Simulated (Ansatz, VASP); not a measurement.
**I in VASP and in Ansatz**

```
I
1.0
    -1.67790    1.67790    4.04035
     1.67790   -1.67790    4.04035
     1.67790    1.67790   -4.04035
I
1
Direct
  0.00000 0.00000 0.00000
```

Alike in both runs: task single point; functional PBEsol; k mesh 18 × 18 × 18; occupations gaussian, width 0.1 eV; no spin polarisation.

```csv
,VASP,Ansatz
version,VASP 6.6.1,Ansatz 0.2.0
potentials or method,"VASP PAW PBE potentials, release 64 (I)","scalar-relativistic, plane waves, PAW"
plane-wave cutoff (eV),520,420
valence electrons in the cell,7,17
```

|  | VASP | Ansatz | Ansatz less VASP |
| --- | --- | --- | --- |
| gap on the k mesh at the Fermi level (eV) | none | none | - |
| pressure (GPa) | -3.3 | -3.3 | 0.00 |
| largest component of the traceless stress (GPa) | 2.90 | 2.89 | -0.009 |

A gap of «none» marks a metal or a gap that the smearing closes. The two sets of potentials don't hold the same shells in valence.

Caveats: the PAW data sets were made with another functional, which shifts forces and pressure a little (VASP); an odd number of electrons without spin polarisation forces a metal; a magnetic or distorted state may lie lower. Spin-orbit coupling is left out, which matters for the levels of I.
